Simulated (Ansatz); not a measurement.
Rows from a G0W0 calculation on P (layered bulk) (P6_3/mmc) (Ansatz 0.2.0; G0W0 on PBE, plane waves, PAW; PAW set soft_1; 9×9×2 mesh, 392 empty bands, screening to 150 eV, PAW set soft_1 files), in eV. Spin-orbit coupling is left out.

| row | k | band | start | Σx | Σc at the solution | Vxc |
| --- | --- | --- | --- | --- | --- | --- |
| A | (0.111, 0.111, 0.000) | v1 | 4.631 | -15.538 | 1.168 | -13.692 |
| B | (0.000, 0.333, 0.000) | v1 | 4.074 | -15.835 | 1.136 | -14.077 |
| C | (0.000, 0.333, 0.000) | c2 | 6.158 | -8.514 | -3.925 | -12.668 |
| D | (0.111, 0.111, 0.000) | c1 | 7.428 | -9.041 | -4.274 | -13.562 |
| E | (0.000, 0.333, 0.000) | c1 | 5.564 | -8.020 | -3.708 | -11.897 |
| F | (0.111, 0.111, 0.000) | c2 | 7.725 | -9.024 | -4.474 | -13.788 |

Question: Give the quasiparticle energies and the shift of each level.

The quasiparticle equation reads E = start + Σx + Σc(E) − Vxc.

| row | E (eV) | shift (eV) |
| --- | --- | --- |
| A | 3.953 | −0.679 |
| B | 3.452 | −0.622 |
| C | 6.387 | +0.229 |
| D | 7.675 | +0.247 |
| E | 5.733 | +0.168 |
| F | 8.015 | +0.290 |

The gap over the computed points goes from 0.93 eV to 1.78 eV.

Limits: not at the basis limit; coarse k mesh.

[Runs of the session that timed out or met a known fault of the program may be left out.]

[Cells called generated may have been cut or substituted from an entry of the Crystallography Open Database or the Materials Project.]

[Hosts, paths, dates, database ids (printed as entryN), source tags and the programs' standing remarks are cut or masked in the printed files.]
